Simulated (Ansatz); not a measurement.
**AlRu: which structure wins at one pressure**

Which of rocksalt, CsCl, WC, NiAs, zincblende has the lowest enthalpy for AlRu at one common pressure? The runs shown use LAPW. Companion runs by PAW are cited.

Program: Ansatz 0.2.0. Level of theory: DFT, PBE, all-electron LAPW, scalar-relativistic. These are calculated values, not measurements.

### 1 Starting point

The structure is cubic, space group Fm-3m (No. 225). The conventional cell has a = 4.867 Å, b = 4.867 Å, c = 4.867 Å, α = 90.00°, β = 90.00°, γ = 90.00°. Ru (site symmetry m-3m) is surrounded by 6 Al at 2.43 Å. Al (site symmetry m-3m) is surrounded by 6 Ru at 2.43 Å.

Structure file:

```cif
data_structure
_symmetry_space_group_name_H-M 'P 1'
_symmetry_Int_Tables_number 1
_cell_length_a 3.4412
_cell_length_b 3.4412
_cell_length_c 3.4412
_cell_angle_alpha 60.000
_cell_angle_beta 60.000
_cell_angle_gamma 60.000
_cell_volume 28.81
loop_
_atom_site_label
_atom_site_type_symbol
_atom_site_fract_x
_atom_site_fract_y
_atom_site_fract_z
_atom_site_occupancy
Ru1 Ru 0.00000 0.00000 0.00000 1
Al1 Al 0.50000 0.50000 0.50000 1
```

Atoms are numbered in the order of the input: Ru1, Al2.

### 2 Rocksalt relaxed under pressure, LAPW

input.yaml reads:

```yaml
crystal:
  lattice:
    - [0.0, 2.4332629962, 2.4332629962]
    - [2.4332629962, 0.0, 2.4332629962]
    - [2.4332629962, 2.4332629962, 0.0]
  atoms:
    - { symbol: Ru, position: [0.0, 0.0, 0.0] }
    - { symbol: Al, position: [0.5, 0.5, 0.5] }
kpoints:
  mp_grid: { grid: [13, 13, 13] }
scf:
  occupations: { method: fermi_dirac, width: 0.1 }
hamiltonian:
  xc: pbe
  pseudopotentials: { kind: all_electron, lapw: { basis_error: 0.0005 } }
output:
  forces: true
  stress: true
  eigenvalues: true
relax:
  f_tol: 0.005
  max_steps: 12
  cell: { p_target: 12.0, stress_tol: 0.03 }
```

Launch:

```console
> ansatz run input.yaml --threads 1 --pin off --max-ram 3584MiB --backend cpu --events-out ev --progress --plain --runs-dir out
```

The runs that follow: CsCl relaxed under pressure, LAPW; WC relaxed under pressure, LAPW; NiAs at the cell that PAW relaxed, LAPW; Zincblende relaxed under pressure, LAPW.

Before running it: what results should come out? Wanted: pressure; lowest (for each run or level that gives them).

As calculated:

| quantity | value |
| --- | --- |
| pressure | 12 GPa |
| lowest (LAPW) | CsCl, 215.8 meV/atom under WC |
| lowest (PAW) | CsCl, 216.1 meV/atom under WC |

By LAPW the order is CsCl < WC < NiAs < rocksalt < zincblende. By PAW the order is CsCl < WC < NiAs < rocksalt < zincblende. The methods agree on the lowest phase. Only these structures were tried, with electrons smeared by 0.1 eV and without vibrations, so the true ground state may be another. The k meshes differ between phases and weren't tested, which can move differences by some meV.
